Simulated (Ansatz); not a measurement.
Sb:

```
Sb
1.0
     3.35453    0.00000    0.00000
    -1.67727    2.90511    0.00000
     0.00000    0.00000    5.47016
Sb
2
Direct
  0.66667 0.33333 0.75000
  0.33333 0.66667 0.25000
```

This isn't the form of Sb at room conditions, which is rhombohedral.

| Property | Result |
| --- | --- |
| Program | Ansatz 0.2.0 |
| Task | relaxation of cell and atoms |
| Functional | PBEsol |
| Potentials or basis | Ansatz PAW |
| Cutoff | 420 eV (not typed: the program's choice for these potentials) |
| k mesh | 9 × 9 × 5 |
| Occupations | fermi-dirac, width 0.05 eV |
| Spin | no spin polarisation |

At the start: volume 26.65 Å³/atom.

How do energy, volume and symmetry change on relaxing?

It ends after 10 steps and the volume is 26.04 Å³/atom (-2.3 %); space group P6_3/mmc (No. 194, to 0.05 Å).

The path:
| step | energy change (eV) | largest force (eV/Å) | volume (Å³) |
| --- | --- | --- | --- |
| 1 | 0.0000 | 0.0000 | 53.31 |
| 2 | -0.0057 | 0.0000 | 51.32 |
| 3 | -0.0073 | 0.0000 | 52.00 |
| 4 | -0.0073 | 0.0000 | 51.98 |
| 5 | -0.0075 | 0.0000 | 51.92 |
| 6 | -0.0077 | 0.0000 | 51.89 |
| 7 | -0.0077 | 0.0000 | 52.13 |
| 8 | -0.0079 | 0.0000 | 52.11 |
| 9 | -0.0079 | 0.0000 | 52.07 |
| 10 | -0.0076 | 0.0000 | 52.07 |

Final structure:
```xyz
2
Lattice="3.3542 0.0000 0.0000 -1.6771 2.9048 0.0000 0.0000 0.0000 5.3443" Properties=species:S:1:pos:R:3 pbc="T T T"
Sb    1.6771    0.9683    4.0083
Sb    0.0000    1.9365    1.3361
```

Caveat: the plane-wave basis is chosen anew once the cell has moved, so the energies of steps on either side of that aren't comparable; the PAW data sets come from PBE, with cores solved anew for the run's functional, which leaves a small shift of forces and pressure.
